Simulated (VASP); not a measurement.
# BeTe (F-43m) in VASP: notebook

Runs on BeTe. Level: PBE. Tasks: single point.

Program: VASP 6.6.1. These are calculated values, not measurements. Logs are shortened: lines on timing, memory, paths and dates and some standing lists are left out, and cuts for length are marked.

## 1. The structure

Symmetry: F-43m, No. 216, cubic system. The conventional cell has a = 5.540 Å, b = 5.540 Å, c = 5.540 Å, α = 90.00°, β = 90.00°, γ = 90.00°. Around Te (site symmetry -43m) lie 4 Be at 2.40 Å. Around Be (site symmetry -43m) lie 4 Te at 2.40 Å.

## 2. Single point, PBE

The input, INCAR:

```
SYSTEM = BeTe
PREC = Accurate
ENCUT = 520
EDIFF = 1E-7
ISMEAR = -1
SIGMA = 0.03
LREAL = .FALSE.
LASPH = .TRUE.
NELM = 100
ALGO = Normal
ISIF = 2
LWAVE = .FALSE.
LCHARG = .FALSE.
GGA = PE
NBANDS = 11
```

The input, KPOINTS:

```
Automatic mesh
0
G
  6 6 6
  0 0 0
```

The input, POSCAR:

```
BeTe
1.0
    0.0000000000      2.7700000000      2.7700000000
    2.7700000000      0.0000000000      2.7700000000
    2.7700000000      2.7700000000      0.0000000000
Te Be
1 1
Direct
    0.7500000000      0.7500000000      0.7500000000
    0.0000000000      0.0000000000      0.0000000000
```

Potentials or basis: VASP PAW PBE potentials, release 64 (Te, Be).

Started as:

```console
> cat potpaw_PBE.64/Te/POTCAR potpaw_PBE.64/Be/POTCAR > POTCAR
> mpirun -np 1 vasp_std > vasp.out
```

OUTCAR:

```text
SYSTEM = BeTe
   PREC = Accurate
   ENCUT = 520
   EDIFF = 1E-7
   ISMEAR = -1
   LREAL = .FALSE.
   LASPH = .TRUE.
   NELM = 100
   ISIF = 2
   GGA = PE

 ion  position               nearest neighbor table
   1  0.750  0.750  0.750-   2 2.40   2 2.40   2 2.40   2 2.40
   2  0.000  0.000  0.000-   1 2.40   1 2.40   1 2.40   1 2.40

  LATTYP: Found a face centered cubic cell.
 ALAT       =     5.5400000000

  Lattice vectors:

 A1 = (   0.0000000000,   2.7700000000,   2.7700000000)
 A2 = (   2.7700000000,   0.0000000000,   2.7700000000)
 A3 = (   2.7700000000,   2.7700000000,   0.0000000000)

Analysis of symmetry for initial positions (statically):
=====================================================================
 Subroutine PRICEL returns:
 Original cell was already a primitive cell.

 Routine SETGRP: Setting up the symmetry group for a
 face centered cubic supercell.

 Subroutine GETGRP returns: Found 24 space group operations
 (whereof 24 operations were pure point group operations)
 out of a pool of 48 trial point group operations.

The static configuration has the point symmetry T_d .

Analysis of symmetry for dynamics (positions and initial velocities):
=====================================================================
 Subroutine PRICEL returns:
 Original cell was already a primitive cell.

 Routine SETGRP: Setting up the symmetry group for a
 face centered cubic supercell.

 Subroutine GETGRP returns: Found 24 space group operations
 (whereof 24 operations were pure point group operations)
 out of a pool of 48 trial point group operations.

The dynamic configuration has the point symmetry T_d .

 Subroutine INISYM returns: Found 24 space group operations
 (whereof 24 operations are pure point group operations),
 and found     1 'primitive' translations

----------------------------------------------------------------------------------------

                                     Primitive cell

  volume of cell :      42.5079

  direct lattice vectors                    reciprocal lattice vectors
     0.000000000  2.770000000  2.770000000    -0.180505415  0.180505415  0.180505415
     2.770000000  0.000000000  2.770000000     0.180505415 -0.180505415  0.180505415
     2.770000000  2.770000000  0.000000000     0.180505415  0.180505415 -0.180505415

  length of vectors
     3.917371568  3.917371568  3.917371568     0.312644550  0.312644550  0.312644550

  position of ions in fractional coordinates (direct lattice)
     0.750000000  0.750000000  0.750000000
     0.000000000  0.000000000  0.000000000

[... 77 lines left out ...]
   PSTRESS=    0.0 pullay stress
   NELECT =       8.0000    total number of electrons
   NUPDOWN=      -1.0000    fix difference up-down
   EMIN   =  10.00;   EMAX   =-10.00  energy-range for DOS
   EFERMI =   0.00;   METHOD = LEGACY
   ISMEAR =    -1;   SIGMA  =   0.03  broadening in eV -4-tet -1-fermi 0-gaus
   EFERMI_NEDOS =   21; number of points for ismear=-14 and -15
   IALGO  =     38    algorithm
   IMIX   =      4    mixing-type and parameters
     AMIX     =   0.40;   BMIX     =  1.00
     AMIX_MAG =   1.60;   BMIX_MAG =  1.00
  volume/ion in A,a.u.               =      21.25       143.43
  Fermi-wavevector in a.u.,A,eV,Ry     =   0.938170  1.772885 11.975354  0.880164
  Thomas-Fermi vector in A             =   2.065355
   LORBIT       =      0    0 simple, 1 ext, 2 COOP (PROOUT), +10 PAW based schemes
   GGA     = PE    functional components
   LHFCALC =     F    Hartree Fock is set to
   AEXX    =    0.0000 exact exchange contribution
   IVDW    =     0    specifies the selected vdW correction
   LEPSILON=     F    determine dielectric tensor
   LRPA    =     F    only Hartree local field effects (RPA)
 non-spin polarized calculation
  energy-cutoff  :      520.00
  volume of cell :       42.51
 maximum number of plane-waves:      1167
 NGX is ok and might be reduce to    30
   NGX = 15   NGY = 15   NGZ = 15

 number of electron       8.0000000 magnetization

 Free energy of the ion-electron system (eV)
  ---------------------------------------------------
  ext. energy  EPLUGINS =         0.00000000
  ---------------------------------------------------
  free energy    TOTEN  =        -7.57839373 eV

  energy without entropy =       -7.57839373  energy(sigma->0) =       -7.57839373

 E-fermi :   6.3290     XC(G=0):  -9.2554

 val. band max:        5.6669980687   @ k =   0.0000   0.0000   0.0000
 cond. band min:       7.5132689757   @ k =   0.5000   0.5000   0.0000
 fundamental gap:      1.8462709069
 Fermi energy:         6.3290289022

 k-point     1 :       0.0000    0.0000    0.0000
  band No.  band energies     occupation
      1      -6.9678      2.00000
      2       5.6670      2.00000
      3       5.6670      2.00000
      4       5.6670      2.00000
      5       9.2298      0.00000
      6       9.2298      0.00000
      7       9.2298      0.00000
      8       9.8580      0.00000
      9      14.0527      0.00000
     10      16.0132      0.00000
     11      16.0132      0.00000
[... 197 lines left out ...]
 k-point    16 :      -0.3333    0.5000    0.1667
  band No.  band energies     occupation
      1      -4.9214      2.00000
      2       0.6382      2.00000
      3       2.0419      2.00000
      4       2.3475      2.00000
      5       9.3524      0.00000
      6       9.9217      0.00000
      7      13.1694      0.00000
      8      13.4553      0.00000
      9      16.8383      0.00000
     10      17.8303      0.00000
     11      18.7397      0.00000

------------------------ aborting loop because EDIFF is reached ----------------------------------------

  FORCE on cell =-STRESS in cart. coord.  units (eV):
  Direction    XX          YY          ZZ          XY          YZ          ZX
  --------------------------------------------------------------------------------------
  -------------------------------------------------------------------------------------
  Total        1.1947905      1.1947905      1.1947905      0.0000000      0.0000000     -0.0000000
  in kB       45.0332244     45.0332244     45.0332244      0.0000000      0.0000000     -0.0000000
  external PRESSURE =      45.0332244 kB  Pullay stress =       0.0000000 kB

 VOLUME and BASIS-vectors are now :
 -----------------------------------------------------------------------------
  energy-cutoff  :      520.00
  volume of cell :       42.51
      direct lattice vectors                 reciprocal lattice vectors
     0.000000000  2.770000000  2.770000000    -0.180505415  0.180505415  0.180505415
     2.770000000  0.000000000  2.770000000     0.180505415 -0.180505415  0.180505415
     2.770000000  2.770000000  0.000000000     0.180505415  0.180505415 -0.180505415

 POSITION                                       TOTAL-FORCE (eV/Angst)
 -----------------------------------------------------------------------------------
      4.15500      4.15500      4.15500        -0.000000      0.000000     -0.000000
      0.00000      0.00000      0.00000         0.000000     -0.000000      0.000000
 -----------------------------------------------------------------------------------
    total drift:                               -0.000000     -0.000000     -0.000000

  FREE ENERGIE OF THE ION-ELECTRON SYSTEM (eV)
  ---------------------------------------------------
  free  energy   TOTEN  =        -7.5783937332 eV

  energy  without entropy=       -7.5783937332  energy(sigma->0) =       -7.57839373
```

OSZICAR:

```text
N       E                     dE             d eps       ncg     rms          rms(c)
DAV:   1     0.170117874927E+02    0.17012E+02   -0.30678E+03   352   0.565E+02
DAV:   2    -0.674821591119E+01   -0.23760E+02   -0.22589E+02   462   0.904E+01
DAV:   3    -0.774214386268E+01   -0.99393E+00   -0.99203E+00   455   0.193E+01
DAV:   4    -0.775356049098E+01   -0.11417E-01   -0.11415E-01   414   0.239E+00
DAV:   5    -0.775379001108E+01   -0.22952E-03   -0.22951E-03   456   0.335E-01    0.444E+00
DAV:   6    -0.761673031230E+01    0.13706E+00   -0.16804E-01   406   0.170E+00    0.265E+00
DAV:   7    -0.757754174278E+01    0.39189E-01   -0.12528E-01   429   0.156E+00    0.565E-01
DAV:   8    -0.757806992963E+01   -0.52819E-03   -0.72938E-03   397   0.502E-01    0.881E-02
DAV:   9    -0.757832547627E+01   -0.25555E-03   -0.37763E-04   420   0.115E-01    0.355E-02
DAV:  10    -0.757838991822E+01   -0.64442E-04   -0.82838E-05   384   0.474E-02    0.170E-02
DAV:  11    -0.757839125271E+01   -0.13345E-05   -0.25785E-06   465   0.918E-03    0.126E-02
DAV:  12    -0.757839340530E+01   -0.21526E-05   -0.50191E-06   376   0.132E-02    0.901E-03
DAV:  13    -0.757839354399E+01   -0.13869E-06   -0.37548E-08   432   0.143E-03    0.297E-03
DAV:  14    -0.757839369540E+01   -0.15140E-06   -0.69294E-09   227   0.504E-04    0.539E-04
DAV:  15    -0.757839373318E+01   -0.37783E-07   -0.18302E-09   203   0.222E-04
   1 F= -.75783937E+01 E0= -.75783937E+01  d E =-.501127E-11
```

It took 6.5 s on 1 thread of Intel Xeon 6975P-C (Granite Rapids), shared host; peak memory 0.17 GiB.

What came out:

```yaml
Free_energy: -7.5784 eV
Pressure: 4.5 GPa
Band_gap_on_the_k_mesh: 1.85 eV, indirect (least direct gap 3.56 eV)
```

Levels at points of the mesh, in eV from the valence-band top:
```
           k point  band 1  band 2  band 3  band 4  band 5  band 6  band 7  band 8  band 9
(0.00, 0.00, 0.00)  -12.63    0.00    0.00    0.00    3.56    3.56    3.56    4.19    8.39
(0.50, 0.00, 0.00)  -11.16   -5.87   -1.22   -1.22    3.21    4.56    4.56    7.79   11.16
(0.50, 0.50, 0.00)  -10.62   -5.39   -2.84   -2.84    1.85    2.59   10.02   10.02   11.84
```

Caveat: spin-orbit coupling is left out, which moves the levels of the heavy elements. Expect the measured gap to be larger: semilocal functionals such as PBE lack the derivative discontinuity.

## 3. Single point, PBE

The input, INCAR:

```
PREC = Accurate
ENCUT = 520
EDIFF = 1E-7
ISMEAR = 0
SIGMA = 0.023
LREAL = F
LASPH = T
NELM = 100
ALGO = Fast
ISIF = 2
LWAVE = F
LCHARG = F
GGA = PE
NBANDS = 11
```

The input, KPOINTS:

```
Automatic mesh
0
Gamma
  8 8 8
```

POSCAR is that of step 2.

Potentials or basis: VASP PAW PBE potentials, release 64 (Te, Be).

Started as:

```console
> cat potpaw_PBE.64/Te/POTCAR potpaw_PBE.64/Be/POTCAR > POTCAR
> mpirun -np 1 vasp_std > vasp.out
```

Wall time 9.3 s (1 thread of Intel Xeon 6975P-C (Granite Rapids), shared host); peak memory 0.16 GiB.

The run converged. Its results:

```yaml
Free_energy: -7.5848 eV
Pressure: 4.5 GPa
Band_gap_on_the_k_mesh: 1.85 eV, indirect (least direct gap 3.56 eV)
```

Levels at points of the mesh, in eV from the valence-band top:
| k point | band 1 | band 2 | band 3 | band 4 | band 5 | band 6 | band 7 | band 8 | band 9 |
| --- | --- | --- | --- | --- | --- | --- | --- | --- | --- |
| (0.00, 0.00, 0.00) | -12.63 | 0.00 | 0.00 | 0.00 | 3.56 | 3.56 | 3.56 | 4.19 | 8.39 |
| (0.50, 0.00, 0.00) | -11.16 | -5.87 | -1.22 | -1.22 | 3.21 | 4.56 | 4.56 | 7.79 | 11.16 |
| (0.50, 0.50, 0.00) | -10.62 | -5.39 | -2.84 | -2.84 | 1.85 | 2.59 | 10.02 | 10.02 | 11.84 |

Caveat: spin-orbit coupling is left out, which moves the levels of the heavy elements. Expect the measured gap to be larger: semilocal functionals such as PBE lack the derivative discontinuity.
